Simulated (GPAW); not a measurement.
Runs of GPAW 26.7.0 on C. The structure is cubic, space group Fd-3m (No. 227). Conventional cell: a = 3.567 Å, b = 3.567 Å, c = 3.567 Å, α = 90.00°, β = 90.00°, γ = 90.00°. C (site symmetry -43m) is surrounded by 4 C at 1.54 Å. This isn't the form of C at room conditions, which is graphite.

```tsv
task	level	potentials or basis	k mesh	cutoff (eV)	smearing	maxiter	convergence	response ecut	frequency	extrapolate	mesh quality	gap on the mesh (eV)	pressure (GPa)
single point	LDA	the program's PAW data sets (release 1.2.1) made for this functional, pw	10 × 10 × 10	600	fermi-dirac 0.05 eV	120	default	-	-	-	not flagged	4.14	-12.7
single point	TB-mBJ	GPAW PAW data sets for LDA (gpaw-data 1.2.1), pw	14 × 14 × 14	800	fermi-dirac 0.05 eV	150	-	-	-	-	not flagged	(b)	-
band structure	mBEEF	GPAW PAW data sets (gpaw-data 1.2.1), pw	10 × 10 × 10	800	fermi-dirac 0.05 eV	150	-	-	-	-	not flagged	4.55	-6.7
single point	BHandHLYP	GPAW PAW data sets (gpaw-data 1.2.1), pw	6 × 6 × 6	600	fermi-dirac 0.05 eV	60	-	-	-	-	coarse	(a)	-
```

Alike in all rows: no spin polarisation; cell as given.

**Question.** Estimate the missing entries.

**Answer.** (a) 8.43; (b) 4.95.

Caveats: some runs use coarse meshes; the PAW data sets were made with another functional, which shifts forces and pressure a little (some runs); the cutoff is short for stress and forces, so pressures can be off by a GPa or more (some runs); a model potential gives levels but no total energy (some runs).

A k mesh can miss the band edges.

Runs at the PBE level aren't shown here.
